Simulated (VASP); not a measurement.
**RbBr in VASP 6.6.1, single-point calculation**

INCAR

```
EDIFF = 1E-7
IBRION = -1
NBANDS = 24
NELM = 120
LASPH = .FALSE.
GGA = PS
SIGMA = 0.1
LREAL = .FALSE.
ISMEAR = 0
PREC = Accurate
NSW = 0
ENCUT = 520
LWAVE = .FALSE.
ISIF = 2
LCHARG = .FALSE.
```

KPOINTS

```
KPOINTS created by Atomic Simulation Environment
0
Gamma
6 6 4
0 0 0
```

POSCAR

```
Rb Br
 1.0000000000000000
     5.8901392059322220    0.0000000000000000    0.0000000000000000
    -2.9450696029661110    5.1010101841640054    0.0000000000000000
     0.0000000000000000    0.0000000000000000    6.8703328346430190
 Rb  Br
   2   2
Cartesian
  0.0000000000000001  3.4006734561093364 -0.4293958021651889
  2.9450696029661105  1.7003367280546682  3.0057706151563202
  0.0000000000000001  3.4006734561093364  3.0057706151563202
  2.9450696029661105  1.7003367280546682  6.4409370324778292
```

The recommended PBE PAW datasets give the neutral cell 32 valence electrons.

Command

```
mpirun -np 1 vasp_std
```

OSZICAR

```
N       E                     dE             d eps       ncg     rms          rms(c)
DAV:   1     0.220702789960E+03    0.22070E+03   -0.12517E+04  1008   0.107E+03
DAV:   2     0.104532748048E+02   -0.21025E+03   -0.19895E+03  1320   0.215E+02
DAV:   3    -0.125726952019E+02   -0.23026E+02   -0.22928E+02  1648   0.724E+01
DAV:   4    -0.130883168648E+02   -0.51562E+00   -0.51498E+00  1344   0.118E+01
DAV:   5    -0.131110957340E+02   -0.22779E-01   -0.22778E-01  1520   0.165E+00    0.378E+00
DAV:   6    -0.125316623613E+02    0.57943E+00   -0.84156E-01  1184   0.312E+00    0.256E+00
DAV:   7    -0.124523417146E+02    0.79321E-01   -0.42129E-01  1224   0.224E+00    0.128E+00
DAV:   8    -0.124873813624E+02   -0.35040E-01   -0.53423E-02  1304   0.952E-01    0.197E-01
DAV:   9    -0.124998975406E+02   -0.12516E-01   -0.22050E-02  1104   0.501E-01    0.156E-01
DAV:  10    -0.125027776855E+02   -0.28801E-02   -0.40199E-03  1056   0.290E-01    0.341E-02
DAV:  11    -0.125032200683E+02   -0.44238E-03   -0.35941E-04  1248   0.845E-02    0.223E-02
DAV:  12    -0.125034170739E+02   -0.19701E-03   -0.18997E-04  1024   0.674E-02    0.678E-03
DAV:  13    -0.125034215735E+02   -0.44996E-05   -0.68866E-06  1616   0.990E-03    0.658E-03
DAV:  14    -0.125034240165E+02   -0.24430E-05   -0.55788E-06  1104   0.116E-02    0.120E-03
DAV:  15    -0.125034243601E+02   -0.34355E-06   -0.37536E-07  1080   0.322E-03    0.519E-04
DAV:  16    -0.125034243445E+02    0.15600E-07   -0.24286E-08   936   0.910E-04
   1 F= -.12503424E+02 E0= -.12503424E+02  d E =-.271200E-10
```

From OUTCAR

```
k-points           NKPTS =     21   k-points in BZ     NKDIM =     21   number of bands    NBANDS=     24

   NELECT =      32.0000    total number of electrons

   dimension x,y,z NGX =    48 NGY =   48 NGZ =   54
   dimension x,y,z NGXF=    96 NGYF=   96 NGZF=  108

  energy-cutoff  :      520.00
  volume of cell :      206.42
      direct lattice vectors                 reciprocal lattice vectors
     5.890139206  0.000000000  0.000000000     0.169775274  0.098019800  0.000000000
    -2.945069603  5.101010184  0.000000000     0.000000000  0.196039601  0.000000000
     0.000000000  0.000000000  6.870332835     0.000000000  0.000000000  0.145553356

 k-points in reciprocal lattice and weights: KPOINTS created by Atomic Simulation Env
   0.00000000  0.00000000  0.00000000       0.007
   0.16666667  0.00000000  0.00000000       0.042
   0.33333333 -0.00000000  0.00000000       0.042
   0.50000000 -0.00000000  0.00000000       0.021
   0.16666667  0.16666667  0.00000000       0.042
   0.33333333  0.16666667  0.00000000       0.083
   0.33333333  0.33333333  0.00000000       0.014
   0.00000000  0.00000000  0.25000000       0.014
   ...

 E-fermi :  -2.2538

 k-point     1 :       0.0000    0.0000    0.0000
  band No.  band energies     occupation
      1     -27.2402      2.00000
      2     -27.2308      2.00000
      3     -14.7889      2.00000
      4     -14.7463      2.00000
      5     -11.4604      2.00000
      6     -11.4107      2.00000
      7     -11.4107      2.00000
      8     -11.3548      2.00000
      9     -11.3548      2.00000
     10     -11.3181      2.00000
     11      -3.0559      2.00000
     12      -3.0336      2.00000
     13      -3.0336      2.00000
     14      -2.9346      2.00000
     15      -2.9346      2.00000
     16      -2.6646      2.00000
     17       1.4040      0.00000
     18       4.2021      0.00000
     19       4.3403      0.00000
     20       4.3403      0.00000
     21       5.1768      0.00000
     22       5.4004      0.00000
     23       5.4004      0.00000
     24       5.7898      0.00000

 k-point     2 :       0.1667    0.0000    0.0000
  band No.  band energies     occupation
      1     -27.2395      2.00000
      2     -27.2312      2.00000
      3     -14.7955      2.00000
      4     -14.7583      2.00000
      5     -11.4514      2.00000
      6     -11.4157      2.00000
      7     -11.3910      2.00000
      8     -11.3548      2.00000
      9     -11.3396      2.00000
     10     -11.3259      2.00000
     11      -3.0743      2.00000
     12      -3.0379      2.00000
     13      -3.0268      2.00000
     14      -2.9790      2.00000
     15      -2.8952      2.00000
     16      -2.6945      2.00000
     17       1.7330      0.00000
     18       4.1591      0.00000
     19       4.2319      0.00000
     20       4.5260      0.00000
     21       4.6525      0.00000
     22       5.3571      0.00000
     23       5.4066      0.00000
     24       5.4770      0.00000

 ...

  Total       -0.3976151     -0.3976151     -0.4867314      0.0000000     -0.0000000      0.0000000
  in kB       -3.0861278     -3.0861278     -3.7778128      0.0000000     -0.0000000      0.0000000
  external PRESSURE =      -3.3166895 kB  Pullay stress =       0.0000000 kB

 POSITION                                       TOTAL-FORCE (eV/Angst)
 -----------------------------------------------------------------------------------
      0.00000      3.40067      6.44094        -0.000000      0.000000     -0.000000
      2.94507      1.70034      3.00577         0.000000      0.000000     -0.000000
      0.00000      3.40067      3.00577        -0.000000      0.000000     -0.000000
      2.94507      1.70034      6.44094        -0.000000     -0.000000      0.000000
 -----------------------------------------------------------------------------------
    total drift:                               -0.000000     -0.000000     -0.000032

  FREE ENERGIE OF THE ION-ELECTRON SYSTEM (eV)
  ---------------------------------------------------
  free  energy   TOTEN  =       -12.5034243445 eV

  energy  without entropy=      -12.5034243444  energy(sigma->0) =      -12.50342434
```

It converged. Results: gap between bands v and c on the k mesh 4.07 eV; least direct gap on the k mesh 4.07 eV; pressure -0.3 GPa. Band v is the last that the valence electrons fill when counted band by band, and c is the next.

For comparison, a separate PBEsol run of the intended cell, on usual settings and not on those above, gives a gap of 4.07 eV on its mesh and a pressure of -0.3 GPa.

The run above took about 1.7 min on one core of a shared host (Intel Xeon Platinum 8488C) and held 0.37 GiB at most.
